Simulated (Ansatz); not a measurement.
**FeCo (Pm-3m): equation of state**

One table from this session's results is given with a row withheld; the runs are named, their logs left out.

Method: DFT LDA, scalar-relativistic, plane waves, PAW, in Ansatz 0.2.0.

## The system as given

It takes space group Pm-3m (No. 221, cubic). Conventional cell: a = 2.765 Å, b = 2.765 Å, c = 2.765 Å, α = 90.00°, β = 90.00°, γ = 90.00°. Around Fe (site symmetry m-3m) lie 8 Co at 2.39 Å. Co (site symmetry m-3m) has 8 Fe at 2.39 Å as nearest neighbours.

Structure file:

```cif
data_structure
_symmetry_space_group_name_H-M 'Pm-3m'
_symmetry_Int_Tables_number 221
_cell_length_a 2.7654
_cell_length_b 2.7654
_cell_length_c 2.7654
_cell_angle_alpha 90.000
_cell_angle_beta 90.000
_cell_angle_gamma 90.000
_cell_volume 21.15
loop_
_atom_site_label
_atom_site_type_symbol
_atom_site_symmetry_multiplicity
_atom_site_Wyckoff_symbol
_atom_site_fract_x
_atom_site_fract_y
_atom_site_fract_z
_atom_site_occupancy
Fe1 Fe 1 b 0.50000 0.50000 0.50000 1
Co1 Co 1 a 0.00000 0.00000 0.00000 1
```

An earlier run at LDA left this cell at 10.574 Å³/atom and -0.06 GPa (16×16×16 mesh).

Volume factors to run: 0.980, 1.020, 0.960, 1.040.

The first run:

The input, input.yaml:

```yaml
crystal:
  lattice:
    - [2.7468487439, 0.0, 0.0]
    - [0.0, 2.7468487439, 0.0]
    - [0.0, 0.0, 2.7468487439]
  atoms:
    - { symbol: Fe, position: [0.5, 0.5, 0.5], spin: 2.86 }
    - { symbol: Co, position: [0.0, 0.0, 0.0], spin: 1.94 }
basis:
  ecutwfc: 420
  ecutrho_ratio: 4
kpoints:
  mp_grid: { grid: [16, 16, 16] }
hamiltonian:
  xc: lda
scf:
  occupations: { method: gaussian, width: 0.05 }
output:
  forces: true
  stress: true
  eigenvalues: true
  populations: true
magnetization:
  spin_polarized: true
```

Command:

```sh
ansatz run input.yaml --threads 1 --pin off --max-ram 2560MiB --backend cpu --events-out ev --progress --plain --runs-dir out
```

Among the steps run: At 0.980 of the relaxed volume; Scaling the volume by 1.020; At 0.960 of the relaxed volume; Scaling the volume by 1.040.

One table of the session follows, with a row left open; its other results are not shown here.

It belongs to the step «Energy and pressure against volume». 

```
volume (Å³/atom)  energy (meV/atom)  pressure (GPa)  moment of atom 1 (μB)
          10.151              14.00           10.94                   2.53
          10.363                  ?               ?                      ?
          10.574               0.00           -0.06                   2.60
          10.786               3.28           -4.79                   2.63
          10.997              12.38           -8.97                   2.65
```

**Question.** Estimate the row for volume (Å³/atom) = 10.363.

Worked estimate for «energy (meV/atom)». A straight line through the neighbours (10.151, 14.00) and (10.574, 0.00) gives 14.00 + (0.00 − 14.00) × (10.363 − 10.151) / (10.574 − 10.151) = 6.98; a parabola fitted to 3 rows on both sides gives 3.56.

The run gave: energy (meV/atom): 3.34; pressure (GPa): 5.18; moment of atom 1 (μB): 2.57. In «energy (meV/atom)» the line misses by +3.64 and the parabola by +0.22.

Caveats from the session: Warnings in the runs' records: stability check not made.
